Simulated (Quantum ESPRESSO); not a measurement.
# As (R-3m) in Quantum ESPRESSO: a series of runs

Aim: see how the results for As move with the level of theory and the settings. Levels: LDA, PBEsol. Tasks: band structure.

All numbers are computed with Quantum ESPRESSO 7.5; they aren't measurements. Logs are shortened: lines on timing, memory, paths and dates and some standing lists are left out, and cuts for length are marked.

**1. Starting point**

Symmetry: R-3m, No. 166, trigonal system. The conventional cell has a = 3.762 Å, b = 3.762 Å, c = 10.542 Å, α = 90.00°, β = 90.00°, γ = 120.00°. Around As (site symmetry 3m) lie 3 As at 2.51 Å.

**2. Band structure, LDA**

The input, pw.in:

```
&CONTROL
  calculation = 'scf'
  prefix = 'pwscf'
  outdir = './tmp'
  pseudo_dir = './pseudo'
  tprnfor = .true.
  tstress = .true.
  disk_io = 'low'
/
&SYSTEM
  ibrav = 0
  nat = 2
  ntyp = 1
  ecutwfc = 80
  nbnd = 22
  occupations = 'smearing'
  smearing = 'fd'
  degauss = 0.00367493
/
&ELECTRONS
  conv_thr = 4d-10
  electron_maxstep = 120
  mixing_beta = 0.5
/
ATOMIC_SPECIES
As    74.9216 As.upf
CELL_PARAMETERS angstrom
   1.8807968987    1.0858785957    3.5140619945
  -1.8807968987    1.0858785957    3.5140619945
   0.0000000000   -2.1717571915    3.5140619945
ATOMIC_POSITIONS crystal
As     0.2260000000    0.2260000000    0.2260000000
As     0.7740000000    0.7740000000    0.7740000000
K_POINTS automatic
9 9 9 0 0 0
```

The input, bands.in:

```
&CONTROL
  calculation = 'bands'
  prefix = 'pwscf'
  outdir = './tmp'
  pseudo_dir = './pseudo'
  disk_io = 'low'
  verbosity = 'high'
/
&SYSTEM
  ibrav = 0
  nat = 2
  ntyp = 1
  ecutwfc = 80
  nbnd = 22
  occupations = 'smearing'
  smearing = 'fd'
  degauss = 0.00367493
/
&ELECTRONS
  conv_thr = 1d-08
  electron_maxstep = 120
  mixing_beta = 0.5
  diago_full_acc = .true.
/
ATOMIC_SPECIES
As    74.9216 As.upf
CELL_PARAMETERS angstrom
   1.8807968987    1.0858785957    3.5140619945
  -1.8807968987    1.0858785957    3.5140619945
   0.0000000000   -2.1717571915    3.5140619945
ATOMIC_POSITIONS crystal
As     0.2260000000    0.2260000000    0.2260000000
As     0.7740000000    0.7740000000    0.7740000000
K_POINTS crystal
60
 0.0000000000  0.0000000000  0.0000000000 1
 0.0625000000  0.0000000000  0.0000000000 1
 0.1250000000  0.0000000000  0.0000000000 1
 0.1875000000  0.0000000000  0.0000000000 1
 0.2500000000  0.0000000000  0.0000000000 1
 0.3125000000  0.0000000000  0.0000000000 1
 0.3750000000  0.0000000000  0.0000000000 1
 0.4375000000  0.0000000000  0.0000000000 1
 0.5000000000  0.0000000000  0.0000000000 1
 0.5000000000  0.0383874312 -0.0383874312 1
 0.5000000000  0.0767748624 -0.0767748624 1
 0.5000000000  0.1151622936 -0.1151622936 1
 0.5000000000  0.1535497248 -0.1535497248 1
 0.5000000000  0.1919371561 -0.1919371561 1
 0.5000000000  0.2303245873 -0.2303245873 1
 0.7696754127  0.5000000000  0.2303245873 1
 0.7311503538  0.5000000000  0.2688496462 1
 0.6926252948  0.5000000000  0.3073747052 1
 0.6541002358  0.5000000000  0.3458997642 1
 0.6155751769  0.5000000000  0.3844248231 1
 0.5770501179  0.5000000000  0.4229498821 1
 0.5385250590  0.5000000000  0.4614749410 1
 0.5000000000  0.5000000000  0.5000000000 1
 0.4285714286  0.4285714286  0.4285714286 1
 0.3571428571  0.3571428571  0.3571428571 1
 0.2857142857  0.2857142857  0.2857142857 1
 0.2142857143  0.2142857143  0.2142857143 1
 0.1428571429  0.1428571429  0.1428571429 1
 0.0714285714  0.0714285714  0.0714285714 1
 0.0000000000  0.0000000000  0.0000000000 1
 0.0365162294  0.0000000000 -0.0365162294 1
 0.0730324587  0.0000000000 -0.0730324587 1
 0.1095486881  0.0000000000 -0.1095486881 1
 0.1460649175  0.0000000000 -0.1460649175 1
 0.1825811468  0.0000000000 -0.1825811468 1
 0.2190973762  0.0000000000 -0.2190973762 1
 0.2556136055  0.0000000000 -0.2556136055 1
 0.2921298349  0.0000000000 -0.2921298349 1
 0.3286460643  0.0000000000 -0.3286460643 1
 0.3651622936  0.0000000000 -0.3651622936 1
 0.6348377064  0.3651622936  0.0000000000 1
 0.5898918042  0.4101081958  0.0000000000 1
 0.5449459021  0.4550540979  0.0000000000 1
 0.5000000000  0.5000000000  0.0000000000 1
 0.5674188532  0.5674188532  0.1151622936 1
 0.6348377064  0.6348377064  0.2303245873 1
 0.6155751769  0.6155751769  0.2688496462 1
 0.5963126474  0.5963126474  0.3073747052 1
 0.5770501179  0.5770501179  0.3458997642 1
 0.5577875884  0.5577875884  0.3844248231 1
 0.5385250590  0.5385250590  0.4229498821 1
 0.5192625295  0.5192625295  0.4614749410 1
 0.5000000000  0.5000000000  0.5000000000 1
 0.5000000000  0.0000000000  0.0000000000 1
 0.5449459021  0.0608603823  0.0608603823 1
 0.5898918042  0.1217207645  0.1217207645 1
 0.6348377064  0.1825811468  0.1825811468 1
 0.6797836085  0.2434415291  0.2434415291 1
 0.7247295106  0.3043019114  0.3043019114 1
 0.7696754127  0.3651622936  0.3651622936 1
```

Potentials or basis: PseudoDojo 0.4.1 SR LDA standard.

On the command line:

```bash
$ OMP_NUM_THREADS=1 pw.x -in pw.in > pw.out
$ OMP_NUM_THREADS=1 pw.x -in bands.in > bands.out
```

pw.out:

```text
This program is part of the open-source Quantum ESPRESSO suite
     for quantum simulation of materials; please cite
[... 9 lines left out ...]
     --------------------
     sticks:   dense  smooth     PW     G-vecs:    dense   smooth      PW
     Sum        1271    1271    383                28147    28147    4677

     Using Slab Decomposition

     bravais-lattice index     =            0
     lattice parameter (alat)  =       7.8065  a.u.
     unit-cell volume          =     290.5899 (a.u.)^3
     number of atoms/cell      =            2
     number of atomic types    =            1
     number of electrons       =        30.00
     number of Kohn-Sham states=           22
     kinetic-energy cutoff     =      80.0000  Ry
     charge density cutoff     =     320.0000  Ry
     scf convergence threshold =      4.0E-10
     mixing beta               =       0.5000
     number of iterations used =            8  plain     mixing
     Exchange-correlation= SLA  PW   NOGX NOGC
                           (   1   4   0   0   0   0   0)

     celldm(1)=   7.806459  celldm(2)=   0.000000  celldm(3)=   0.000000
     celldm(4)=   0.000000  celldm(5)=   0.000000  celldm(6)=   0.000000

     crystal axes: (cart. coord. in units of alat)
               a(1) = (   0.455289   0.262861   0.850656 )
               a(2) = (  -0.455289   0.262861   0.850656 )
               a(3) = (   0.000000  -0.525722   0.850656 )

     reciprocal axes: (cart. coord. in units 2 pi/alat)
               b(1) = (  1.098205  0.634049  0.391854 )
               b(2) = ( -1.098205  0.634049  0.391854 )
               b(3) = (  0.000000 -1.268098  0.391854 )

     PseudoPot. # 1 for As read from file:
     As.upf
     Pseudo is Norm-conserving + core correction, Zval = 15.0
     Generated using ONCVPSP code by D. R. Hamann
     Using radial grid of 1326 points,  6 beta functions with:
                l(1) =   0
                l(2) =   0
                l(3) =   1
                l(4) =   1
                l(5) =   2
                l(6) =   2

     atomic species   valence    mass     pseudopotential
     As               15.00    74.92160     As( 1.00)

     12 Sym. Ops., with inversion, found

   Cartesian axes

     site n.     atom                  positions (alat units)
         1        As     tau(   1) = (  -0.0000000  -0.0000000   0.5767451  )
         2        As     tau(   2) = (   0.0000000  -0.0000000   1.9752244  )

     number of k points=    85  Fermi-Dirac smearing, width (Ry)=  0.0037
                       cart. coord. in units 2pi/alat
        k(    1) = (   0.0000000   0.0000000   0.0000000), wk =   0.0027435
        k(    2) = (   0.0000000  -0.1408997   0.0435394), wk =   0.0164609
        k(    3) = (   0.0000000  -0.2817995   0.0870787), wk =   0.0164609
        k(    4) = (   0.0000000  -0.4226992   0.1306181), wk =   0.0164609
        k(    5) = (   0.0000000  -0.5635989   0.1741574), wk =   0.0164609
        k(    6) = (  -0.1220227  -0.0704499   0.0870787), wk =   0.0164609
[... 77 lines left out ...]
        k(   84) = (  -0.0000000  -0.0000000   0.5224723), wk =   0.0054870
        k(   85) = (  -0.0000000   1.1271978   0.1741574), wk =   0.0164609

     Dense  grid:    28147 G-vectors     FFT dimensions: (  45,  45,  45)

     Initial potential from superposition of free atoms

     starting charge      29.9996, renormalised to      30.0000
     Starting wfcs are   18 randomized atomic wfcs +    4 random wfcs

     Self-consistent Calculation

     iteration #  1     ecut=    80.00 Ry     beta= 0.50
     Davidson diagonalization with overlap
     ethr =  1.00E-02,  avg # of iterations =  5.8

     Threshold (ethr) on eigenvalues was too large:
     Diagonalizing with lowered threshold

     Davidson diagonalization with overlap
     ethr =  4.06E-05,  avg # of iterations =  5.7

     total energy              =    -423.89567822 Ry
     estimated scf accuracy    <       0.01239908 Ry

     iteration #  2     ecut=    80.00 Ry     beta= 0.50
     Davidson diagonalization with overlap
     ethr =  4.13E-05,  avg # of iterations =  1.0

     total energy              =    -423.89549653 Ry
     estimated scf accuracy    <       0.00227719 Ry

     iteration #  3     ecut=    80.00 Ry     beta= 0.50
     Davidson diagonalization with overlap
     ethr =  7.59E-06,  avg # of iterations =  1.5

     total energy              =    -423.89559462 Ry
     estimated scf accuracy    <       0.00005678 Ry

     iteration #  4     ecut=    80.00 Ry     beta= 0.50
     Davidson diagonalization with overlap
     ethr =  1.89E-07,  avg # of iterations =  3.2

     total energy              =    -423.89560125 Ry
     estimated scf accuracy    <       0.00000675 Ry

     iteration #  5     ecut=    80.00 Ry     beta= 0.50
     Davidson diagonalization with overlap
     ethr =  2.25E-08,  avg # of iterations =  2.0

     total energy              =    -423.89560197 Ry
     estimated scf accuracy    <       0.00000018 Ry

     iteration #  6     ecut=    80.00 Ry     beta= 0.50
     Davidson diagonalization with overlap
     ethr =  6.09E-10,  avg # of iterations =  2.7

     total energy              =    -423.89560201 Ry
     estimated scf accuracy    <          9.7E-09 Ry

     iteration #  7     ecut=    80.00 Ry     beta= 0.50
     Davidson diagonalization with overlap
     ethr =  3.22E-11,  avg # of iterations =  2.5

     total energy              =    -423.89560201 Ry
     estimated scf accuracy    <          1.4E-09 Ry

     iteration #  8     ecut=    80.00 Ry     beta= 0.50
     Davidson diagonalization with overlap
     ethr =  4.55E-12,  avg # of iterations =  2.0

     End of self-consistent calculation

          k = 0.0000 0.0000 0.0000 (  3505 PWs)   bands (ev):

   -25.7014 -25.7014 -25.6582 -25.6582 -25.6167 -25.5854 -25.5854 -25.5669
   -25.5366 -25.5366  -4.3691   4.7887   8.2438   8.7039   8.7039  12.3136
    13.6004  13.6004  17.6590  17.6590  18.1132  19.5535

          k = 0.0000-0.1409 0.0435 (  3484 PWs)   bands (ev):

   -25.7003 -25.6979 -25.6567 -25.6553 -25.6161 -25.5872 -25.5854 -25.5695
   -25.5394 -25.5383  -4.2042   4.2377   8.2508   8.5794   8.6695  12.5784
    13.2924  13.4806  16.7049  17.4310  17.5396  20.4431

          k = 0.0000-0.2818 0.0871 (  3496 PWs)   bands (ev):

   -25.6974 -25.6879 -25.6526 -25.6474 -25.6148 -25.5922 -25.5854 -25.5776
   -25.5465 -25.5428  -3.7148   2.9189   7.9887   8.3049   9.0775  12.0799
    12.8570  13.0336  16.6220  17.2794  18.1919  22.3430

          k = 0.0000-0.4227 0.1306 (  3520 PWs)   bands (ev):

   -25.6936 -25.6746 -25.6461 -25.6364 -25.6131 -25.5999 -25.5930 -25.5830
   -25.5549 -25.5484  -2.9234   1.3467   7.8852   8.0443   9.5729  11.2503
    11.9322  12.4911  17.5030  18.6527  19.7807  22.9347

          k = 0.0000-0.5636 0.1742 (  3503 PWs)   bands (ev):

   -25.6909 -25.6645 -25.6364 -25.6252 -25.6120 -25.6089 -25.6088 -25.5816
   -25.5610 -25.5524  -1.9409  -0.0825   7.8960   7.9184  10.0749  10.5975
    11.1934  12.1588  18.8813  20.6136  21.2524  21.9594

          k =-0.1220-0.0704 0.0871 (  3481 PWs)   bands (ev):

   -25.7014 -25.6962 -25.6568 -25.6549 -25.6159 -25.5877 -25.5850 -25.5696
   -25.5416 -25.5368  -4.1694   4.1210   7.8861   8.3488   9.3282  12.4054
    12.8604  13.9492  16.7090  17.6898  18.0835  19.9278

          k =-0.1220-0.2113 0.1306 (  3495 PWs)   bands (ev):

   -25.6996 -25.6888 -25.6539 -25.6497 -25.6149 -25.5914 -25.5847 -25.5751
   -25.5475 -25.5393  -3.8097   3.2424   7.4269   7.9705   9.7209  11.8611
    13.1689  13.8406  16.0847  17.8444  18.7657  20.7794

          k =-0.1220-0.3522 0.1742 (  3510 PWs)   bands (ev):

   -25.6962 -25.6769 -25.6484 -25.6411 -25.6133 -25.5980 -25.5867 -25.5833
   -25.5547 -25.5448  -3.1395   1.8972   7.2058   7.5222   9.6511  11.7065
    13.0663  13.2598  16.3398  18.6821  20.0106  22.4771

          k =-0.1220-0.4931 0.2177 (  3513 PWs)   bands (ev):

   -25.6934 -25.6640 -25.6405 -25.6314 -25.6117 -25.6065 -25.6024 -25.5811
   -25.5611 -25.5500  -2.2105   0.4511   7.0396   7.4285   9.4538  11.6353
    12.1105  13.1290  18.0141  19.8626  21.0066  22.1832

          k =-0.1220 0.6340-0.1306 (  3510 PWs)   bands (ev):

   -25.6928 -25.6583 -25.6319 -25.6246 -25.6149 -25.6137 -25.6102 -25.5795
   -25.5642 -25.5513  -1.5530  -0.3694   6.8417   7.7938   9.3952  11.4115
    11.4731  13.2765  18.8489  20.3477  21.1305  21.8622

          k =-0.1220 0.4931-0.0871 (  3502 PWs)   bands (ev):

   -25.6949 -25.6635 -25.6412 -25.6311 -25.6111 -25.6074 -25.6029 -25.5810
   -25.5608 -25.5482  -2.4197   0.7430   6.8748   8.2267   9.3888  11.1653
    11.5579  13.5689  17.4074  18.9806  22.2012  22.5386

          k =-0.1220 0.3522-0.0435 (  3500 PWs)   bands (ev):

   -25.6980 -25.6768 -25.6494 -25.6414 -25.6130 -25.5985 -25.5869 -25.5829
   -25.5536 -25.5431  -3.3051   2.2096   7.1935   8.5165   9.1462  11.5381
    12.1293  13.7613  16.2765  17.9641  20.0380  21.5106
[... 409 lines left out ...]
          k =-0.1220 1.0567 0.1306 (  3514 PWs)   bands (ev):

   -25.6927 -25.6833 -25.6507 -25.6468 -25.6130 -25.5923 -25.5857 -25.5762
   -25.5547 -25.5481  -2.7527   0.9923   6.1166   7.4951  10.4171  11.4168
    13.9399  14.6038  17.8140  19.5922  21.5342  22.4796

          k =-0.1220 0.9158 0.1742 (  3504 PWs)   bands (ev):

   -25.6941 -25.6748 -25.6465 -25.6396 -25.6127 -25.5988 -25.5856 -25.5838
   -25.5584 -25.5480  -2.1867   0.8910   4.9795   6.5335   9.7754  12.0532
    14.6699  15.9655  17.8287  18.7229  21.7978  23.1706

          k = 0.8542 0.4931-0.2177 (  3505 PWs)   bands (ev):

   -25.6931 -25.6812 -25.6497 -25.6444 -25.6130 -25.5938 -25.5857 -25.5783
   -25.5564 -25.5476  -2.5725   0.9471   5.5775   7.7331   9.0621  13.1036
    13.3064  15.3522  17.4098  20.3571  20.8575  23.0658

          k =-0.0000-0.0000 0.5225 (  3541 PWs)   bands (ev):

   -25.6907 -25.6907 -25.6539 -25.6539 -25.6125 -25.5872 -25.5872 -25.5702
   -25.5495 -25.5495  -3.1682   0.8290   8.9448   8.9448   9.9751  11.5468
    11.5468  12.5482  18.5061  20.8893  20.8893  22.6289

          k =-0.0000 1.1272 0.1742 (  3524 PWs)   bands (ev):

   -25.6908 -25.6883 -25.6526 -25.6512 -25.6127 -25.5887 -25.5868 -25.5722
   -25.5513 -25.5499  -2.9753   0.8002   7.2918   8.5604  10.3189  11.7239
    12.0209  13.7891  18.3539  20.6070  20.7659  22.2655

     the Fermi energy is    10.6770 ev

!    total energy              =    -423.89560201 Ry
     estimated scf accuracy    <          8.9E-11 Ry
     smearing contrib. (-TS)   =      -0.00010969 Ry
     internal energy E=F+TS    =    -423.89549232 Ry

     The total energy is F=E-TS. E is the sum of the following terms:
     one-electron contribution =    -211.42569482 Ry
     hartree contribution      =     120.34498294 Ry
     xc contribution           =     -93.47324864 Ry
     ewald contribution        =    -239.34153180 Ry

     convergence has been achieved in   8 iterations

     Forces acting on atoms (cartesian axes, Ry/au):

     atom    1 type  1   force =     0.00000000   -0.00000000    0.01022428
     atom    2 type  1   force =    -0.00000000    0.00000000   -0.01022428

     Total force =     0.014459     Total SCF correction =     0.000062

     Computing stress (Cartesian axis) and pressure

          total   stress  (Ry/bohr**3)                   (kbar)     P=      -16.36
  -0.00009728   0.00000000   0.00000000          -14.31        0.00        0.00
  -0.00000000  -0.00009728  -0.00000000           -0.00      -14.31       -0.00
   0.00000000  -0.00000000  -0.00013905            0.00       -0.00      -20.45

=------------------------------------------------------------------------------=
   JOB DONE.
=------------------------------------------------------------------------------=
```

It took 2.8 min on 1 thread of Arm Neoverse V1, shared host; peak memory 0.15 GiB.

What came out:

- Free energy: -5767.3935 eV
- Pressure: -1.6 GPa
- Largest force: 0.263 eV/Å
- Band gap on the k mesh: none (metal or under the smearing width)

Forces on the atoms (eV/Å):
```
As   0.000  0.000  0.263
As   0.000  0.000 -0.263
```

Levels at the corners of the path, in eV from the Fermi level:
```csv
point,band 11,band 12,band 13,band 14,band 15,band 16,band 17,band 18,band 19,band 20
Γ,-15.05,-5.89,-2.43,-1.97,-1.97,1.64,2.92,2.92,6.98,6.98
L,-12.34,-11.10,-2.80,-2.75,-0.35,-0.34,0.40,1.44,8.97,9.27
B1,-11.77,-10.62,-5.84,-5.32,-1.33,1.26,5.23,5.43,6.87,7.35
B,-11.77,-10.62,-5.84,-5.32,-1.33,1.26,5.23,5.43,6.87,7.35
Z,-13.79,-9.96,-1.72,-1.72,-0.69,0.81,0.81,1.86,8.01,10.63
Γ,-15.05,-5.89,-2.43,-1.97,-1.97,1.64,2.92,2.92,6.98,6.98
X,-11.60,-10.86,-6.10,-3.49,-3.49,3.24,3.31,5.43,6.31,8.74
Q,-11.60,-10.86,-6.10,-3.49,-3.49,3.24,3.31,5.43,6.31,8.74
F,-12.29,-9.75,-5.93,-4.14,-4.08,1.47,5.44,6.88,7.23,10.85
P1,-12.30,-10.14,-6.07,-3.70,-2.99,2.19,3.88,6.08,6.35,9.72
Z,-13.79,-9.96,-1.72,-1.72,-0.69,0.81,0.81,1.86,8.01,10.63
L,-12.34,-11.10,-2.80,-2.75,-0.35,-0.34,0.40,1.44,8.97,9.27
P,-12.30,-10.14,-6.07,-3.70,-2.99,2.19,3.88,6.08,6.35,9.72
```

**3. Band structure, PBEsol**

Edit pw.in of step 2 so:

```diff
@@ -13,3 +13,3 @@
   ntyp = 1
-  ecutwfc = 80
+  ecutwfc = 84
   nbnd = 22
```

The input, pp_density.in:

```
&INPUTPP
  prefix = 'pwscf'
  outdir = './tmp'
  filplot = 'density.dat'
  plot_num = 0
/
&PLOT
  nfile = 1
  filepp(1) = 'density.dat'
  iflag = 3
  output_format = 6
  fileout = 'density.cube'
/
```

The input, pp_potential.in:

```
&INPUTPP
  prefix = 'pwscf'
  outdir = './tmp'
  filplot = 'potential.dat'
  plot_num = 11
/
&PLOT
  nfile = 1
  filepp(1) = 'potential.dat'
  iflag = 3
  output_format = 6
  fileout = 'potential.cube'
/
```

The input, pp_elf.in:

```
&INPUTPP
  prefix = 'pwscf'
  outdir = './tmp'
  filplot = 'elf.dat'
  plot_num = 8
/
&PLOT
  nfile = 1
  filepp(1) = 'elf.dat'
  iflag = 3
  output_format = 6
  fileout = 'elf.cube'
/
```

Edit bands.in of step 2 so:

```diff
@@ -12,3 +12,3 @@
   ntyp = 1
-  ecutwfc = 80
+  ecutwfc = 84
   nbnd = 22
```

Potentials or basis: PseudoDojo 0.4.1 SR PBEsol standard.

On the command line:

```bash
$ OMP_NUM_THREADS=1 pw.x -in pw.in > pw.out
$ OMP_NUM_THREADS=1 pp.x -in pp_density.in > pp_density.out
$ OMP_NUM_THREADS=1 pp.x -in pp_potential.in > pp_potential.out
$ OMP_NUM_THREADS=1 pp.x -in pp_elf.in > pp_elf.out
$ OMP_NUM_THREADS=1 pw.x -in bands.in > bands.out
```

It took 3 min on 1 thread of Arm Neoverse V1, shared host; peak memory 0.16 GiB.

Results (log left out):

| Property | Result |
| --- | --- |
| Free energy | -5765.1529 eV |
| Pressure | 0.3 GPa |
| Largest force | 0.375 eV/Å |
| Band gap on the k mesh | none (metal or under the smearing width) |

Forces on the atoms (eV/Å):
```
As   0.000  0.000  0.375
As   0.000  0.000 -0.375
```

Stress tensor (GPa, compression positive):
```
 0.62  0.00  0.00
 0.00  0.62  0.00
 0.00  0.00 -0.24
```

Levels at the corners of the path, in eV from the Fermi level:
```tsv
point	band 11	band 12	band 13	band 14	band 15	band 16	band 17	band 18	band 19	band 20
Γ	-15.06	-5.80	-2.47	-2.01	-2.01	1.61	2.91	2.91	6.89	6.89
L	-12.34	-11.10	-2.85	-2.79	-0.36	-0.35	0.35	1.41	8.91	9.18
B1	-11.76	-10.60	-5.90	-5.38	-1.35	1.25	5.21	5.42	6.83	7.31
B	-11.76	-10.60	-5.90	-5.38	-1.35	1.25	5.21	5.42	6.83	7.31
Z	-13.79	-9.96	-1.76	-1.76	-0.66	0.78	0.78	1.86	7.95	10.53
Γ	-15.06	-5.80	-2.47	-2.01	-2.01	1.61	2.91	2.91	6.89	6.89
X	-11.59	-10.85	-6.17	-3.54	-3.53	3.24	3.31	5.34	6.35	8.66
Q	-11.59	-10.85	-6.17	-3.54	-3.53	3.24	3.31	5.34	6.35	8.66
F	-12.29	-9.74	-5.97	-4.19	-4.13	1.39	5.48	6.88	7.29	10.75
P1	-12.29	-10.13	-6.13	-3.75	-3.02	2.14	3.88	6.04	6.39	9.65
Z	-13.79	-9.96	-1.76	-1.76	-0.66	0.78	0.78	1.86	7.95	10.53
L	-12.34	-11.10	-2.85	-2.79	-0.36	-0.35	0.35	1.41	8.91	9.18
P	-12.29	-10.13	-6.13	-3.75	-3.02	2.14	3.88	6.04	6.39	9.65
```
